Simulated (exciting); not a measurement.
CaO:

```
Ca O
1.0
     0.00000    2.40356    2.40356
     2.40356    0.00000    2.40356
     2.40356    2.40356    0.00000
Ca O
1 1
Direct
  0.00000 0.00000 0.00000
  0.50000 0.50000 0.50000
```

The cell is a database's computed one.

Base run:

- Program: exciting (release sodium)
- Functional: LDA
- Potentials or basis: all-electron LAPW+lo, shipped species files, valence relativity iora*
- rgkmax: 7.5
- k mesh: 10 × 10 × 10
- Occupations: fermi-dirac, width 0.05 eV
- Spin: no spin polarisation

Its results: band gap on the k mesh 3.48 eV, indirect (least direct gap 3.86 eV).

**Question.** The run is repeated on the same cell with these changes: functional from LDA to PBE. What comes out?

**Answer.** Band gap on the k mesh 3.66 eV, indirect (least direct gap 4.04 eV).
